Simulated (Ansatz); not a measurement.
# Sr: the cost of one run

Method: DFT PBE, scalar-relativistic, plane waves, PAW, in Ansatz 0.2.0.

### 1 The structure to begin with

The structure is tetragonal, space group I4_1/amd (No. 141). The conventional cell has a = 7.548 Å, b = 7.548 Å, c = 4.118 Å, α = 90.00°, β = 90.00°, γ = 90.00°. Sr (site symmetry -4m2) has 6 Sr at 3.91 to 4.12 Å as nearest neighbours.

As a file:

```
Sr
1.0
    -3.77405    3.77405    2.05881
     3.77405   -3.77405    2.05881
     3.77405    3.77405   -2.05881
Sr
2
Direct
  0.00000 0.00000 0.00000
  0.75000 0.25000 0.50000
```

This is candidate A: beta-tin type (I4_1/amd, No. 141).

(A quick probe on a coarse mesh, which set the mesh and smearing, is not shown.)

### 3 Relaxing cell and atoms (candidate A)

File input.yaml:

```yaml
crystal:
  lattice:
    - [-3.7740510148, 3.7740510148, 2.0588144955]
    - [3.7740510148, -3.7740510148, 2.0588144955]
    - [3.7740510148, 3.7740510148, -2.0588144955]
  atoms:
    - { symbol: Sr, position: [0.0, 0.0, 0.0] }
    - { symbol: Sr, position: [0.75, 0.25, 0.5] }
basis:
  ecutwfc: 420
kpoints:
  mp_grid: { grid: [16, 16, 16] }
hamiltonian:
  xc: pbe
scf:
  occupations: { method: gaussian, width: 0.1 }
output:
  forces: true
  stress: true
  eigenvalues: true
relax:
  adjacent_minimum: "off"
  f_tol: 0.01
  max_steps: 80
  cell: { stress_tol: 0.05 }
```

**Question.** How long does this run take on 1 thread of an x86-64 CPU, shared host, and how much memory does it need?

About 2.8 min, with a peak of 0.85 GiB.
